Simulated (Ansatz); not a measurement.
**Structure relaxation of Cr**

All numbers below come from Ansatz, DFT PBE, scalar-relativistic, plane waves, PAW. Cutoff 420 eV, Γ-centred k mesh, Gaussian smearing, no spin polarisation in the final step.

A relaxed cell is given with its space group left out.

```
CELL_PARAMETERS angstrom
3.82797 0.00000 0.00000
-1.91399 3.31512 0.00000
0.00000 0.00000 4.36290
ATOMIC_POSITIONS crystal
Cr 0.00000 0.00000 0.25000
Cr 0.00000 0.00000 0.75000
Cr 0.33333 0.66667 0.75000
Cr 0.66667 0.33333 0.25000
```

Energies count from the standard state of Cr at the same level.

Question: What space group does it have?

Answer: P6_3/mmc (No. 194). Conventional cell: a = 3.828 Å, c = 4.363 Å. Around Cr on Wyckoff site b (2 atoms of the primitive cell) lie 5 Cr at 2.18–2.21 Å; around Cr on Wyckoff site d (2 atoms of the primitive cell) lie 3 Cr at 2.21 Å.

Question: How far above the standard state of Cr does it lie?

Answer: 1.07 eV/atom.

Question: Is it a metal?

Answer: Yes, bands cross the Fermi level on the 12×12×10 mesh.

The final run used a 12×12×10 mesh on its 4-atom cell and 0.10 eV smearing. The k mesh leaves about 4 meV/atom of noise in metals. The cell came from a trial start, so Cr may not exist in this structure.